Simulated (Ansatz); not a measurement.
**Cd: straining the crystal, a stretch of c alone**

Aim: apply a stretch of c alone to Cd from -6 to +6 %, where the rest of the cell is held and the atoms relax, and follow energy, stress and any gap.

Computed with Ansatz 0.2.0 (DFT PBE, scalar-relativistic, plane waves, PAW, unless a step's input says otherwise).

**1. Starting point**

It takes space group R-3m (No. 166, trigonal). The conventional cell has a = 3.216 Å, b = 3.216 Å, c = 7.348 Å, α = 90.00°, β = 90.00°, γ = 120.00°. Around Cd (site symmetry -3m) lie 12 Cd at 3.07 to 3.22 Å.

Coordinates:

```
CELL_PARAMETERS angstrom
1.60803 0.92840 2.44929
-1.60803 0.92840 2.44929
0.00000 -1.85679 2.44929
ATOMIC_POSITIONS crystal
Cd 0.00000 0.00000 0.00000
```

Source of the structure: the Materials Project (structure only).

(A quick probe on a coarse mesh, which set the mesh and smearing, is not shown.)

**3. Relaxing cell and atoms**

input.yaml reads:

```yaml
crystal:
  lattice:
    - [1.6080291515, 0.9283960635, 2.44928741]
    - [-1.6080291515, 0.9283960635, 2.44928741]
    - [0.0, -1.856792127, 2.44928741]
  atoms:
    - { symbol: Cd, position: [0.0, 0.0, 0.0] }
basis:
  ecutwfc: 420
kpoints:
  mp_grid: { grid: [18, 18, 18] }
hamiltonian:
  xc: pbe
scf:
  occupations: { method: gaussian, width: 0.1 }
output:
  forces: true
  stress: true
  eigenvalues: true
relax:
  adjacent_minimum: "off"
  f_tol: 0.005
  max_steps: 80
  cell: { stress_tol: 0.05 }
```

Further runs follow: zero strain; the cell strained by -2.0 %; strain +2.0 %; At -4.0 %; strain +4.0 %; the cell strained by -6.0 %; At +6.0 %.

Q: Predict the outcome of this session. Wanted: relaxed cell; volume.

**Answer**, as computed:

```
                   quantity                                                                       value
relaxed cell (conventional)  a = 3.325 Å, b = 3.325 Å, c = 7.226 Å, α = 90.00°, β = 90.00°, γ = 120.00°
       space group (0.01 Å)                                                              R-3m (No. 166)
                     volume                                                               23.06 Å³/atom
        largest energy cost                                                     32.4 meV/atom at -6.0 %
```

Relaxation raised the volume by 5.1 %. One stiffness does not describe the range: the innermost pair gives (1/V) d²E/dε² = 99 GPa and a cubic fit over all points 89 GPa. Compression by 6 % costs 32.4 meV/atom and stretching 14.3. On this cell's mesh the unstrained reference holds a stress of up to 0.24 GPa.
